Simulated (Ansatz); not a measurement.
CdS built on the zincblende prototype was put through Ansatz (plane waves). The cell was relaxed with r2SCAN and then strained (uniaxial +1.5 % along x, other directions held), with the atoms relaxed again with r2SCAN; k points keep the names of the unstrained zone.

The cell given to it:
```xyz
2
Lattice="0.0000 2.9392 2.9392 2.9833 0.0000 2.9392 2.9833 2.9392 0.0000" Properties=species:S:1:pos:R:3 pbc="T T T"
Cd    0.0000    0.0000    0.0000
S     1.4917    1.4696    1.4696
```

What the program printed (shortened):
```
scf.n_extra_bands = 4 over 13 filled bands (N_el = 26.0): the run solves 17 bands
Functional definition: r2SCAN
Crystal: 2 atoms, lattice volume = 51.545 Å³
Basis set: ecut = 500 eV, 1315 PW (Γ)
Symmetry: 8 space group operations
Space group: I-4m2 (ITA 119)
k-points: 59 of 512 (time reversal used)
SCF 1 converged in 6 iterations: F = -9175.607631 eV  dr2 = 4.05e-9
SCF converged after 6 iterations
Free energy (F): -9175.607631 eV
Fermi energy:    6.128741 eV
--- Per-component energies (eV) ---
  E_band       = -545.338047
  E_kinetic    = 611.323265
  E_local      = -4070.971946
  E_nonlocal   = 63.170173
  E_hartree    = 1868.033567
  E_xc         = -259.678433
  E_vxc        = -339.823565
  E_paw        = -4715.971503
  E_vpaw       = -566.822597
  E_vtau       = 21.721964
  E_ewald      = -2670.838223
  E_core_change = -0.674537
--- Forces (eV/Å), atoms counted from 1 ---
  atom   1  Cd      0.00000      0.00000      0.00000
  atom   2  S       0.00000      0.00000      0.00000
--- Stress (GPa, compression-positive) ---
       -1.094466       0.000000       0.000000
        0.000000      -0.794688       0.000000
        0.000000       0.000000      -0.794688
  P = ⅓ Tr σ = -0.8946 GPa (-8.946 kbar)
--- Band table (eV; the first three rows and the last of 59) ---
  k-point 0: bands = […, -1.7503, -1.3045, -1.3002, 6.0830, 6.1287, 6.1287, 7.6213, 13.1855, 13.1856, 13.1856]
  k-point 1: bands = […, -1.6963, -1.3046, -1.3014, 5.1630, 5.9822, 6.0169, 8.4120, 12.8740, 13.3747, 13.3856]
  k-point 2: bands = […, -1.5035, -1.2979, -1.2976, 3.7222, 5.7180, 5.7635, 9.2568, 12.7883, 13.6384, 13.6941]
  k-point 58: bands = […, -1.3382, -1.2942, -0.7132, 2.4205, 3.9878, 3.9941, 11.7985, 11.8646, 13.7118, 14.4803]
```

The file bands.tsv (bands near the Fermi energy, numbered from 0, rounded):
```tsv
# k_distance	band_8	band_9	band_10	band_11	band_12	band_13	band_14	band_15	band_16
# fermi_ev = 6.128741
# [0, 0, 0] at k_distance = 0.000000
# [-0.5, -0.5, 0] at k_distance = 1.068854
# [-0.375, -0.375, 0.25] at k_distance = 1.443970
# [-0.375, 0, 0.375] at k_distance = 2.092074
# [0, 0, 0.5] at k_distance = 2.745009
# [-0.5, -0.25, 0.25] at k_distance = 3.500803
# levels_relative_to = fermi_ev
0.000	-7.433	-7.429	-0.046	0.000	0.000	1.493	7.057	7.057	7.057
1.069	-7.352	-6.998	-3.783	-1.830	-1.805	3.879	4.658	9.616	11.192
1.444	-7.389	-6.890	-3.754	-2.430	-1.482	4.564	5.746	8.851	9.474
2.092	-7.389	-6.890	-3.754	-2.430	-1.482	4.564	5.746	8.851	9.474
2.745	-7.394	-7.074	-4.230	-0.754	-0.694	3.402	7.397	7.512	7.750
3.501	-7.423	-6.842	-3.708	-2.141	-2.135	5.670	5.736	7.583	8.352
```
In order the rows are Γ, X, U, K, L, W.

Task: What input produced it? Give the YAML.

Result:
```yaml
crystal:
  # lattice and atoms as above
kpoints:
  mp_grid: { grid: [8, 8, 8] }
  band_path:
    path:
      - [0.0, 0.0, 0.0]
      - [-0.5, -0.5, 0.0]
      - [-0.375, -0.375, 0.25]
      - [-0.375, 0.0, 0.375]
      - [0.0, 0.0, 0.5]
      - [-0.5, -0.25, 0.25]
    npoints: 1
hamiltonian:
  xc: r2scan
scf:
  occupations: { method: fixed }
  n_extra_bands: 4
output:
  forces: true
  stress: true
  eigenvalues: true
```
The term E_vtau belongs to a meta-GGA, which reads the kinetic-energy density. A single point prints forces and stress when the output block asks for them. Keys that only write grids to files are left aside. This is the file that was run; thresholds and some counts can't be read off the log exactly.

Command: `ansatz run input.yaml --threads 2 --pin off --max-ram 2211MiB --backend cpu --events-out ev --progress --plain --runs-dir out`. Wall time 7.8 s on 2 threads of Intel(R) Xeon(R) Platinum 8259CL CPU @ 2.50GHz (Skylake/Cascade Lake), on a shared host, load about 0.6 per core; peak host memory 0.57 GiB.

The values are computed, spin-unpolarised, and not measurements.

Spin-orbit coupling is left out.
